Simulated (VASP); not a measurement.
These are PW91 GGA, VASP's PBE PAW potentials (set 64) (plane waves; VASP 6.6.1) values and carry that method's errors.

A VASP calculation is set up with these files.

### INCAR
```
# general
SYSTEM = CaF2
PREC   = Accurate
ENCUT  = 520
LREAL  = F
LASPH  = T

# electronic loop
EDIFF  = 1E-7
NELM   = 100
ALGO   = Normal

# smearing
ISMEAR = 0
SIGMA  = 0.05

# functional
GGA    = 91

# ions
ISIF   = 2

# output
LWAVE  = F
LCHARG = F
```

File KPOINTS:
```
Automatic mesh
0
Gamma
7 7 7
0 0 0
```

POSCAR:
```
CaF2
1
    0.0000000000     2.6962965090     2.6962965090
    2.6962965090     0.0000000000     2.6962965090
    2.6962965090     2.6962965090     0.0000000000
Ca F
1 2
Direct
  1.0000000000   0.0000000000   1.0000000000
  0.2500000000   0.2500000000   0.2500000000
  0.7500000000   0.7500000000   0.7500000000
```

POTCAR, in this order: Ca_sv F (PBE.64 set). Program: vasp_std.

The run wrote:

**OUTCAR**
```
 ion  position               nearest neighbor table
   1  0.000  0.000  0.000-   2 2.34   3 2.34   3 2.34   3 2.34   3 2.34   2 2.34   2 2.34   2 2.34
  LATTYP: Found a face centered cubic cell.
 ALAT       =     5.3925930180
 Subroutine PRICEL returns:
 Original cell was already a primitive cell.
 Subroutine GETGRP returns: Found 48 space group operations
The static configuration has the point symmetry O_h .
The dynamic configuration has the point symmetry O_h .
 Subroutine INISYM returns: Found 48 space group operations
 Subroutine IBZKPT returns following result:
 Found     20 irreducible k-points:

 Following reciprocal coordinates:
            Coordinates               Weight
  0.000000  0.000000  0.000000      1.000000
  0.142857  0.000000  0.000000      8.000000
  0.285714  0.000000  0.000000      8.000000
  0.428571  0.000000  0.000000      8.000000
  0.142857  0.142857  0.000000      6.000000
  0.285714  0.142857  0.000000     24.000000
  0.428571  0.142857  0.000000     24.000000
 -0.428571  0.142857  0.000000     24.000000
 -0.285714  0.142857  0.000000     24.000000
 -0.142857  0.142857  0.000000     12.000000
...
```

### OSZICAR
```
       N       E                     dE             d eps       ncg     rms          rms(c)
DAV:   1     0.230550590323E+03    0.23055E+03   -0.14039E+04   640   0.153E+03
DAV:   2    -0.893726478117E+01   -0.23949E+03   -0.23604E+03   840   0.400E+02
DAV:   3    -0.185271657701E+02   -0.95899E+01   -0.95804E+01   768   0.905E+01
DAV:   4    -0.188462627318E+02   -0.31910E+00   -0.31904E+00  1056   0.125E+01
DAV:   5    -0.188487006505E+02   -0.24379E-02   -0.24379E-02   752   0.117E+00    0.813E+00
DAV:   6    -0.174639427767E+02    0.13848E+01   -0.73522E+00   680   0.196E+01    0.304E+00
DAV:   7    -0.174628091903E+02    0.11336E-02   -0.18996E-01   816   0.395E+00    0.164E+00
DAV:   8    -0.174773551845E+02   -0.14546E-01   -0.33112E-02   824   0.226E+00    0.199E-01
DAV:   9    -0.174813793342E+02   -0.40241E-02   -0.81921E-03   824   0.733E-01    0.131E-01
DAV:  10    -0.174822629900E+02   -0.88366E-03   -0.13978E-03   800   0.270E-01    0.444E-02
DAV:  11    -0.174822715205E+02   -0.85305E-05   -0.14176E-04   776   0.117E-01    0.152E-02
DAV:  12    -0.174822786887E+02   -0.71682E-05   -0.27419E-05   824   0.496E-02    0.277E-03
DAV:  13    -0.174822791840E+02   -0.49538E-06   -0.27701E-06   864   0.148E-02    0.299E-03
DAV:  14    -0.174822789727E+02    0.21137E-06   -0.60260E-07   824   0.704E-03    0.727E-04
DAV:  15    -0.174822789523E+02    0.20368E-07   -0.28569E-08   568   0.169E-03
   1 F= -.17482279E+02 E0= -.17482279E+02  d E =-.498402E-13
```

### OUTCAR
```
------------------------ aborting loop because EDIFF is reached ----------------------------------------
  FORCE on cell =-STRESS in cart. coord.  units (eV):
  Direction    XX          YY          ZZ          XY          YZ          ZX
  --------------------------------------------------------------------------------------
  Total        1.3718858      1.3718858      1.3718858     -0.0000000     -0.0000000      0.0000000
  in kB       56.0654872     56.0654872     56.0654872     -0.0000000     -0.0000000      0.0000000
  external PRESSURE =      56.0654872 kB  Pullay stress =       0.0000000 kB
  volume of cell :       39.20
      direct lattice vectors                 reciprocal lattice vectors
     0.000000000  2.696296509  2.696296509    -0.185439546  0.185439546  0.185439546
     2.696296509  0.000000000  2.696296509     0.185439546 -0.185439546  0.185439546
     2.696296509  2.696296509  0.000000000     0.185439546  0.185439546 -0.185439546
 POSITION                                       TOTAL-FORCE (eV/Angst)
 -----------------------------------------------------------------------------------
      0.00000      0.00000      0.00000        -0.000000      0.000000     -0.000000
      1.34815      1.34815      1.34815        -0.000000     -0.000000     -0.000000
      4.04444      4.04444      4.04444         0.000000      0.000000      0.000000
 -----------------------------------------------------------------------------------
    total drift:                                0.000000      0.000000      0.000000
  FREE ENERGIE OF THE ION-ELECTRON SYSTEM (eV)
  ---------------------------------------------------
  free  energy   TOTEN  =       -17.4822789523 eV

  energy  without entropy=      -17.4822789523  energy(sigma->0) =      -17.48227895
```
(Selected blocks of OUTCAR.)

The compound is CaF2 in the fluorite structure. This cell is one point of a volume scan, at 0.94 of the reference volume.
